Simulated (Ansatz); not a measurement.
**AlN under changes of volume**

One of the cells (10.451 Å³/atom); the others are scaled copies at fixed shape and fractional positions:

```
Al N
1.0
     3.11300    0.00000    0.00000
    -1.55650    2.69594    0.00000
     0.00000    0.00000    4.98100
Al N
2 2
Direct
  0.66667 0.33333 0.50000
  0.33333 0.66667 0.00000
  0.66667 0.33333 0.88000
  0.33333 0.66667 0.38000
```

- Program: Ansatz 0.2.0
- Functional: LDA
- Potentials or basis: all-electron LAPW, scalar-relativistic
- Cutoff: 346 eV (chosen from the basis error)
- Basis error allowed: 0.002 eV/atom
- k mesh: 10 × 10 × 6
- Occupations: fermi-dirac, width 0.05 eV
- Spin: no spin polarisation

| volume (Å³/atom) | energy over the lowest point (meV/atom) | pressure (GPa) | gap on the mesh (eV) | largest force (eV/Å) |
| --- | --- | --- | --- | --- |
| 9.824 | ? | ? | ? | ? |
| 10.033 | 2.11 | 3.9 | 4.60 | 0.148 |
| 10.242 | 0.00 | -0.6 | 4.42 | 0.132 |
| 10.451 | 3.45 | -4.6 | 4.24 | 0.117 |
| 10.660 | 11.94 | -8.3 | 4.07 | 0.102 |
| 10.869 | 24.98 | -11.6 | 3.90 | 0.089 |
| 11.078 | 42.14 | -14.6 | 3.73 | 0.076 |

What does the run at 9.824 Å³/atom give?

Energy over the lowest point 10.37 meV/atom; pressure 8.9 GPa; gap on the mesh 4.80 eV; largest force 0.166 eV/Å.

Worked out: A Birch-Murnaghan fit of order 3 (a polynomial in V^(-2/3)) to the other rows has its minimum at 10.21 Å³/atom with B0 = V·E''(V) = 211 GPa and B' = 3.9 at fixed shape and positions, which overstates the stiffness. It gives 10.38 meV/atom at 9.824 Å³/atom, against the run's 10.37, and -dE/dV = 8.9 GPa, against 8.9. A straight line through the other rows of the gap, of slope -8.77 eV per unit of ln V (its deformation potential), extrapolates to 4.78 eV, against the run's 4.80.

Energies are extrapolated to zero smearing.

A mesh can miss the band edges.
